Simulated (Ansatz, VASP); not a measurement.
**Rb: VASP beside Ansatz**

Contents of POSCAR:

```
Rb
1.0
    0.0000000000      2.7570120000      2.7570120000
    2.7570120000      0.0000000000      2.7570120000
    2.7570120000      2.7570120000      0.0000000000
Rb
1
Direct
    0.0000000000      0.0000000000      0.0000000000
```

Contents of INCAR.step1:

```
  PREC = Accurate
  ENCUT = 520
  ISMEAR = -5
  SIGMA = 0.1
  LREAL = False
  LASPH = True
  NELM = 80
  NBANDS = 10
  GGA = PE
  ALGO = Normal
  EDIFF = 1E-4
  LWAVE = True
  LCHARG = False
```

The input INCAR.step2:

```
  PREC = Accurate
  ENCUT = 520
  EDIFF = 1E-7
  ISMEAR = -5
  SIGMA = 0.1
  LREAL = False
  LASPH = True
  NELM = 80
  ALGO = Normal
  ISIF = 2
  LWAVE = False
  LCHARG = False
  METAGGA = R2SCAN
  LMIXTAU = True
  NBANDS = 10
  ISTART = 1
```

Contents of KPOINTS:

```
Automatic mesh
0
Gamma
  6 6 6
```

Input for Ansatz:

```yaml
crystal:
  lattice:
    - [0.0, 2.757012, 2.757012]
    - [2.757012, 0.0, 2.757012]
    - [2.757012, 2.757012, 0.0]
  atoms:
    - { symbol: Rb, position: [0.0, 0.0, 0.0] }
  symmetry: { tolerance: 0.0003 }
kpoints:
  mp_grid: { grid: [6, 6, 6], shift: [0, 0, 0] }
magnetization:
  spin_polarized: false
scf:
  occupations: { method: tetrahedron }
hamiltonian:
  pseudopotentials: { kind: paw }
  xc: r2scan
basis:
  ecutwfc: 500
output:
  forces: true
  stress: true
  eigenvalues: true
```

The cell was built by a generator and needn't be a form met in nature.

Alike in both runs: task single point; functional r2SCAN; k mesh 6 × 6 × 6; occupations tetrahedron; no spin polarisation.

|  | VASP | Ansatz |
| --- | --- | --- |
| version | VASP 6.6.1 | Ansatz 0.2.0 |
| potentials or method | VASP PAW PBE potentials, release 64 (Rb_sv) | PAW plane waves |
| plane-wave cutoff (eV) | 520 | 500 |
| valence electrons in the cell | 9 | 9 |

|  | VASP | Ansatz | Ansatz less VASP |
| --- | --- | --- | --- |
| gap on the k mesh at the Fermi level (eV) | none | none | - |
| pressure (GPa) | 8.2 | 8.2 | -0.02 |

A gap of «none» marks a metal or a gap that the smearing closes. Ansatz warned: «band_table_not_solved_further».

Caveats: the PAW data sets were made with another functional, which shifts forces and pressure a little (VASP); tetrahedron occupations give inexact forces and stress in metals.
